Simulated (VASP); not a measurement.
Write the native input for VASP 6.6.1 that does the following.

```yaml
Task: single point
Functional: revPBE
Potentials_or_basis: VASP PAW PBE potentials, release 64 (Hf_pv, B)
Cutoff: 520 eV
k_mesh: 5 × 5 × 5
Occupations: methfessel-paxton, width 0.1 eV
Spin: no spin polarisation
Dipole_correction: no
Further_INCAR_settings: ALGO = Fast; EDIFF = 1e-06; NBANDS = 14
```

The structure of HfB lies in POSCAR:

```
HfB
1.0
    0.0000000000      2.3100000000      2.3100000000
    2.3100000000      0.0000000000      2.3100000000
    2.3100000000      2.3100000000      0.0000000000
Hf B
1 1
Direct
    0.5000000000      0.5000000000      0.5000000000
    0.0000000000      0.0000000000      0.0000000000
```

These files were run (other wordings do the same):

INCAR

```
SYSTEM = HfB
PREC = Accurate ; ENCUT = 520
EDIFF = 1E-6 ; ISMEAR = 1
SIGMA = 0.1 ; LREAL = .False.
LASPH = .True. ; NELM = 80
ALGO = Fast ; ISIF = 2
LWAVE = .False. ; LCHARG = .True.
GGA = RE ; LELF = .True.
LVHAR = .True. ; NBANDS = 14
```

KPOINTS

```
regular mesh
0
Gamma
  5 5 5
  0 0 0
```

Potentials or basis: VASP PAW PBE potentials, release 64 (Hf_pv, B).

The run is started by

```sh
$ cat potpaw_PBE.64/Hf_pv/POTCAR potpaw_PBE.64/B/POTCAR > POTCAR
$ mpirun -np 1 vasp_std > vasp.out
```

Results of the run:

| Item | Value |
| --- | --- |
| Pressure | 34.4 GPa |
| Band gap on the k mesh | none (metal or under the smearing width) |

Caveat: the k mesh is coarse (spacing up to 0.47 Å⁻¹), so the values aren't converged; a pressure of tens of GPa on the cell as given is suspect, and the run, the potentials or the cell itself is likely at fault; the PAW data sets were made with another functional, which shifts forces and pressure a little.

Wall time 3.7 s on 1 thread of Intel(R) Xeon(R) Platinum 8488C (Sapphire Rapids), on a shared host, peak memory 0.13 GiB.
